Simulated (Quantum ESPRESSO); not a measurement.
Runs of Quantum ESPRESSO 7.5 on Rh. Symmetry: P6_3/mmc, No. 194, hexagonal system. The conventional cell has a = 2.731 Å, b = 2.731 Å, c = 4.428 Å, α = 90.00°, β = 90.00°, γ = 120.00°. Rh (site symmetry -6m2) has 12 Rh at 2.72 to 2.73 Å as nearest neighbours. This isn't the form of Rh at room conditions, which is fcc.

```csv
task,level,potentials or basis,cell,k mesh,cutoff (eV),SCF threshold,form of the LDA correlation,symmetry,mesh quality,gap on the mesh (eV),pressure (GPa),V0 of scaled cells (Å³/atom),B0 (GPa)
single point,PBEsol,GBRV 1.5 PBEsol,as given,11 × 11 × 6,612,4e-10 Ry,-,-,not flagged,none,-13.2,-,-
equation of state,PBEsol,GBRV 1.5 PBEsol,as given,11 × 11 × 6,612,4e-10 Ry,-,-,not flagged,-,-,(b),294
single point,PBEsol,GBRV 1.5 PBEsol,"atoms moved at random, drawn with an rms of 0.05 Å",11 × 11 × 6,612,4e-10 Ry,-,-,not flagged,none,-12.0,-,-
single point,PBE,SSSP 1.3 efficiency PBE,as given,11 × 11 × 6,816,4e-10 Ry,-,-,not flagged,none,(a),-,-
band structure,PBEsol,GBRV 1.5 PBEsol,as given,11 × 11 × 6,612,4e-10 Ry,-,-,not flagged,none,-13.2,-,-
equation of state,r2SCAN,SG15 PBE 1.2,as given,7 × 7 × 4,952,1e-08 Ry,-,off,coarse,-,-,13.63,289
```

Alike in all rows: no spin polarisation; smearing fermi-dirac 0.05 eV.

**Question.** Fill in the values left out.

**Answer.** (a) -4.0; (b) 13.59.

Caveats: some runs use coarse meshes; the cell was scaled at fixed shape and fractional positions, which overstates the stiffness of a crystal with free parameters, most of all of layers and chains (some runs); the potentials were made for another functional, which shifts forces and pressure (some runs).

A k mesh can miss the band edges, and the runs leave out spin-orbit coupling on Rh.

A gap of «none» marks a metal or a gap under the smearing width.

The runs don't all hold the same shells in valence.
